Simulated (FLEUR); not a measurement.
InP:

```xyz
2
Lattice="0.0000 2.9305 2.9305 2.9305 0.0000 2.9305 2.9305 2.9305 0.0000" Properties=species:S:1:pos:R:3 pbc="T T T"
In    0.0000    0.0000    0.0000
P     4.3957    4.3957    4.3957
```

Base run:

* Program: FLEUR MaX-R8.1 (later development tree)
* Functional: AM05
* Potentials or basis: all-electron
* Basis: FLAPW
* Kmax: 4.85 1/bohr
* k mesh: 8 × 8 × 8
* Occupations: fermi-dirac, width 0.05 eV
* Spin: no spin polarisation

Its results: band gap on the k mesh 0.70 eV, direct.

Task: The run is repeated on the same cell with these changes: functional from AM05 to r2SCAN. What comes out?

Result: Band gap on the k mesh 1.17 eV, direct.

r2SCAN gives the wider gap, since meta-GGAs in the generalised Kohn-Sham scheme recover part of the derivative discontinuity.

Caveats: spin-orbit coupling is left out, which moves the levels of the heavy elements; the meta-GGA is that of a development version, with a GGA for the radial functions and cores and without core tails (some runs).

Not every run made on this cell is shown here.
